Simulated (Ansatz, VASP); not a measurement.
# SnO2 in VASP and in Ansatz

The input INCAR:

```
SYSTEM = SnO2
PREC     = Accurate       ! precision mode
ENCUT    = 520            ! plane-wave cutoff, eV
EDIFF    = 1E-6           ! SCF threshold, eV
ISMEAR   = 0              ! smearing method
SIGMA    = 0.02           ! smearing width, eV
LREAL    = .False.        ! projectors in reciprocal space
LASPH    = .True.         ! aspherical terms in the spheres
NELM     = 60             ! most SCF steps
ALGO     = Normal         ! electronic algorithm
ISIF     = 2              ! what is computed and relaxed
LWAVE    = .False.        ! write WAVECAR
LCHARG   = .False.        ! write CHGCAR
GGA      = PE             ! functional
NBANDS   = 35             ! bands
```

KPOINTS

```
Automatic mesh
0
Gamma
  6 6 8
  0 0 0
```

POSCAR

```
SnO2
1.0
    4.7260358365      0.0000000000      0.0000000000
    0.0000000000      4.7262981225      0.0000000000
    0.0000000000      0.0000000000      3.2086388443
Sn O
2 4
Direct
    0.5000000000      0.5000000000      0.5000000000
    0.0000000000      0.0000000000      0.0000000000
    0.3056816078      0.3057626374      0.0000000000
    0.8056816078      0.1942373626      0.5000000000
    0.1943183922      0.8057626374      0.5000000000
    0.6943183922      0.6942373626      0.0000000000
```

Input for Ansatz:

```yaml
crystal:
  lattice:
    - [4.7260358365, 0.0, 0.0]
    - [0.0, 4.7262981225, 0.0]
    - [0.0, 0.0, 3.2086388443]
  atoms:
    - { symbol: Sn, position: [0.5, 0.5, 0.5] }
    - { symbol: Sn, position: [0.0, 0.0, 0.0] }
    - { symbol: O, position: [0.3056816078, 0.3057626374, 0.0] }
    - { symbol: O, position: [0.8056816078, 0.1942373626, 0.5] }
    - { symbol: O, position: [0.1943183922, 0.8057626374, 0.5] }
    - { symbol: O, position: [0.6943183922, 0.6942373626, 0.0] }
basis:
  ecutwfc: 420
kpoints:
  mp_grid: { grid: [6, 6, 8] }
  band_path: { path: [VBM, CBM], npoints: 2 }
hamiltonian:
  xc: pbe
scf:
  occupations: { method: gaussian, width: 0.02 }
output:
  forces: true
  stress: true
  eigenvalues: true
checkpoint:
  read: start.run
  write: ck
  compress: false
  write_wavefunctions: false
  write_every: 100000
```

Alike in both runs: task single point; functional PBE; k mesh 6 × 6 × 8; occupations gaussian, width 0.02 eV; no spin polarisation.

|  | VASP | Ansatz |
| --- | --- | --- |
| version | VASP 6.6.1 | Ansatz 0.2.0 |
| potentials or method | VASP PAW PBE potentials, release 64 (Sn_d, O) | scalar-relativistic, plane waves, PAW |
| plane-wave cutoff (eV) | 520 | 420 |
| valence electrons in the cell | 52 | 52 |

Ansatz gave:

| Quantity | Value |
| --- | --- |
| gap on the k mesh at the Fermi level (eV) | 1.20 |
| least direct gap on the mesh (eV) | 1.20 |
| pressure (GPa) | 10.0 |
| largest component of the traceless stress (GPa) | 0.05 |
| rms of the force components (eV/Å) | 0.001 |

Task: Estimate VASP's values.

Result: gap on the k mesh at the Fermi level (eV): 1.19; least direct gap on the mesh (eV): 1.19; pressure (GPa): 10.7; largest component of the traceless stress (GPa): 0.24; rms of the force components (eV/Å): 0.007.

Atom by atom the forces differ by 0.006 eV/Å (rms over components).

Caveats: spin-orbit coupling is left out, which moves the levels of the heavy elements.
